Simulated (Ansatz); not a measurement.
Born–Oppenheimer molecular dynamics of CH$_{4}$N$_{2}$O (8 atoms, charge 0, multiplicity 1). It starts at the highest image of a converged band, a first-order saddle point between two minima.

All numbers below come from Ansatz 0.2.0, RKS PBE-D4/6-31G*.

| Property | Result |
| --- | --- |
| ensemble | NVE (velocity Verlet) |
| time step | 0.5 fs |
| steps asked | 200 |
| starting velocities drawn for | 300 K |
| seed | 11478 |

First frame:

```xyz
8
Properties=species:S:1:pos:R:3
H -1.612 -0.652 -0.344
N -0.700 -0.896 0.622
C -0.185 0.015 -0.193
N 1.054 0.595 -0.204
O -1.087 0.287 -1.100
H -0.160 -1.418 1.319
H 1.130 1.433 -0.777
H 1.560 0.635 0.677
```

Problem. What does the run give?

Solution. The run went to its last step.

* steps done: 200
* time covered: 100 fs
* mean temperature over the second half: 1396 K
* spread of the potential energy over the second half: 30.0 meV per atom
* mean potential energy of the second half above the start: -106.4 meV per atom

The conserved energy stayed within 0.94 meV per atom of its start (net change -0.26 meV per atom), so the integration is sound. The system heated up, since it started high on the potential surface and ran downhill. A run of 0.1 ps of so small a system gives no equilibrium averages. The orbitals stay closed-shell, which can raise the energy where a bond breaks towards radicals; this wasn't checked here.

Problem. What happens to the structure?

Solution. The step under study would form H1–O5 and break H1–N2. These pairs go: H1–O5 1.31 → 2.88 Å, H1–N2 1.35 → 1.04 Å. In the last frame they stand as before the step (other bonds may differ from the relaxed reactants and products). It ends as one piece, CH4N2O. Pairs count as bonded within 1.25 times the sum of covalent radii (0.12 Å more for H–H). This is one draw of velocities; another would differ in detail.

Problem. How do temperature and energy run in time?

Solution. 
```csv
time (fs),T (K),potential energy less start (eV),conserved less start (meV/atom)
0.0,300,0.000,0.00
3.0,204,0.076,0.11
6.0,140,0.126,0.15
9.0,324,-0.017,0.15
12.0,1025,-0.563,0.00
15.0,1910,-1.253,-0.55
18.0,1343,-0.808,0.11
21.0,1438,-0.882,0.02
24.0,1810,-1.168,0.34
27.0,1897,-1.240,-0.25
30.0,1251,-0.736,0.20
33.0,1179,-0.680,0.20
36.0,1442,-0.891,-0.59
39.0,587,-0.220,0.25
42.0,847,-0.429,-0.66
45.0,1406,-0.864,-0.87
48.0,1276,-0.756,0.10
51.0,1513,-0.945,-0.55
54.0,1613,-1.019,-0.06
57.0,1881,-1.227,-0.13
60.0,1672,-1.065,-0.07
63.0,1308,-0.778,0.42
66.0,1311,-0.787,-0.38
69.0,762,-0.356,0.26
72.0,1086,-0.613,-0.43
75.0,1423,-0.875,-0.50
78.0,1243,-0.731,0.08
81.0,1441,-0.890,-0.62
84.0,1576,-0.992,-0.27
87.0,1806,-1.169,-0.14
90.0,1684,-1.076,-0.37
93.0,1197,-0.696,-0.08
96.0,1183,-0.687,-0.31
99.0,1046,-0.578,0.06
```

Run time: 5.4 min on 1 thread of Arm Neoverse V1, with other jobs on the host, peak memory 0.11 GiB.
